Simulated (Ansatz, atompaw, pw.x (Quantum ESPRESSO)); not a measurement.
# From atom to crystal: PAW (atompaw) potential for Be

beryllium, PAW, made with atompaw 4.2.0.5 (PBE, scalar-relativistic). Core [He], reference 2s2 2p0. Waves: 2s (bound): rc 3.00 bohr; 2s channel at 2.35 Ry: rc 3.00 bohr; 2p (bound, empty): rc 3.00 bohr; 2p channel at 0.45 Ry: rc 3.00 bohr; 3d channel at 0.05 Ry: rc 3.00 bohr. Local part: troulliermartins scheme with l = 3 at 0.5 Ry, radius 2.60 bohr. Core correction: smooth core density matched at 2.20 bohr. Augmentation charge: besselshape compensation charge, radius 2.95 bohr; PAW radius 3.00 bohr; waves and projectors: custom polynom2 7 10 vanderbiltortho.

Atomic tests: cutoffs needed: 6 Ry and 12 Ry (the cutoffs (Ry, on a coarse ladder) from which the occupation-weighted sum of valence levels, in a spherical-Bessel basis at the reference potential, stays within 10 and 1 mRy of its value at 400 Ry); ghost test: no extra level below or beside the all-electron valence levels (s, p, d, f tested) (spherical-Bessel basis up to 400 Ry, 20 bohr box); lowest eigenvalue of the overlap operator: 0.65 (s channel).

Crystal test: bcc Be in pw.x 7.5, no spin, 18³ k-points, Fermi–Dirac smearing 0.01 Ry, cutoffs 40/400 Ry. The reference is all-electron LAPW (Ansatz 0.2.0) with the same functional, mesh and smearing; V0 and B0 come from Birch–Murnaghan fits to the pressures at five volumes. Errors are pseudo minus all-electron; Δ is the rms difference of the E(V) curves that follow from these fits, minima aligned, over ±6 % about the mean V0. Mesh and smearing are coarse, so the numbers serve the comparison and aren't converged zero-temperature values; the lattice is a test structure that the element need not adopt.

All-electron: a0 = 2.501 Å (V0 = 7.82 Å³/atom), B0 = 122.0 GPa.

How far does the potential miss the all-electron equation of state?

mean pressure error (GPa): +62.22. The pressure does not cross zero within the volumes sampled, so no fit is given. The largest radius (3.00 bohr) exceeds half the bond length (2.05 bohr), so the spheres overlap, which is one possible source of error among others. This is a poor potential for the solid.

```json
{"V (Å³/atom)": "7.430", "P all-electron (GPa)": "6.89", "P pseudo (GPa)": "76.13"}
{"V (Å³/atom)": "7.625", "P all-electron (GPa)": "3.27", "P pseudo (GPa)": "70.56"}
{"V (Å³/atom)": "7.821", "P all-electron (GPa)": "0.04", "P pseudo (GPa)": "63.06"}
{"V (Å³/atom)": "8.017", "P all-electron (GPa)": "-2.85", "P pseudo (GPa)": "55.43"}
{"V (Å³/atom)": "8.212", "P all-electron (GPa)": "-5.43", "P pseudo (GPa)": "47.84"}
```

At the middle volume, how do free energy and pressure move when the wave cutoff is lowered (ecutrho held at 400 Ry)?

```json
{"cutoff (Ry)": "18", "shift of F (meV/atom)": "+11.6", "shift of P (GPa)": "+0.63"}
{"cutoff (Ry)": "24", "shift of F (meV/atom)": "+6.2", "shift of P (GPa)": "+0.19"}
{"cutoff (Ry)": "32", "shift of F (meV/atom)": "+1.2", "shift of P (GPa)": "+0.20"}
```

The run at the middle volume (195 k-points, 9 iterations) took about 18 s on one core of a shared host (Intel(R) Xeon(R) Processor @ 2.60GHz, 24 threads, 32 GiB, load 13).
